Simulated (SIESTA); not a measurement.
# Ge under changes of volume

One of the cells (18.524 Å³/atom); the others are scaled copies at fixed shape and fractional positions:

```
Ge
1.0
    -2.57449    2.57449    1.39741
     2.57449   -2.57449    1.39741
     2.57449    2.57449   -1.39741
Ge
2
Direct
  0.50000 0.50000 0.00000
  0.25000 0.75000 0.50000
```

This isn't the form of Ge at room conditions, which is diamond.

* Program: SIESTA 5.4.2
* Functional: LDA
* Potentials or basis: PseudoDojo 0.4 standard (LDA files)
* Basis: DZP (energy shift 0.003 Ry; two zetas on semicore shells)
* Grid cutoff: 800 Ry
* Energy shift: 0.003 Ry
* k mesh: 11 × 11 × 11
* Occupations: fermi-dirac, width 0.05 eV
* Spin: no spin polarisation

```csv
volume (Å³/atom),energy over the lowest point (meV/atom),pressure (GPa)
17.413,9.77,3.7
17.783,3.13,2.1
18.154,0.00,0.6
18.524,0.02,-0.7
18.895,2.95,-1.9
19.265,8.60,-3.0
19.636,?,?
```

What does the run at 19.636 Å³/atom give?

Energy over the lowest point 16.82 meV/atom; pressure -4.1 GPa.

Worked out: A Birch-Murnaghan fit of order 3 (a polynomial in V^(-2/3)) to the other rows has its minimum at 18.33 Å³/atom with B0 = V·E''(V) = 65 GPa and B' = 3.2 at fixed shape and positions, which overstates the stiffness. It gives 16.71 meV/atom at 19.636 Å³/atom, against the run's 16.82, and -dE/dV = -4.0 GPa, against -4.1.

Energies are extrapolated to zero smearing.

Caveats: the basis of atomic orbitals isn't converged, which shifts pressures, moduli and gaps.
